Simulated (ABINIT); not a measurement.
BN:

```
CELL_PARAMETERS angstrom
2.55394 0.00000 0.00000
-1.27697 2.21178 0.00000
0.00000 0.00000 4.22685
ATOMIC_POSITIONS crystal
N 0.33333 0.66667 0.12528
N 0.66667 0.33333 0.62528
B 0.33333 0.66667 0.49972
B 0.66667 0.33333 0.99972
```

Measurements of this composition are mostly on another form, of space group No. 194.

Base run:

* Program: ABINIT 10.8.3 (patched build)
* Functional: PBEsol
* Potentials or basis: JTH PAW PBE v2.0
* Cutoff: 707 eV
* k mesh: 12 × 12 × 6
* Occupations: fermi-dirac, width 0.05 eV
* Spin: no spin polarisation

Its results: band gap on the k mesh 4.96 eV, indirect (least direct gap 8.13 eV); pressure -5.7 GPa; largest force 0.011 eV/Å.

Q: The run is repeated on the same cell with these changes: functional from PBEsol to LDA; potentials or basis from JTH PAW PBE v2.0 to JTH PAW LDA v2.0. What comes out?

A: Band gap on the k mesh 4.97 eV, indirect (least direct gap 8.10 eV); pressure -13.9 GPa; largest force 0.022 eV/Å.

Caveats: the PAW data sets were made with another functional, which shifts forces and pressure a little (some runs).

Not every run made on this cell is shown here.
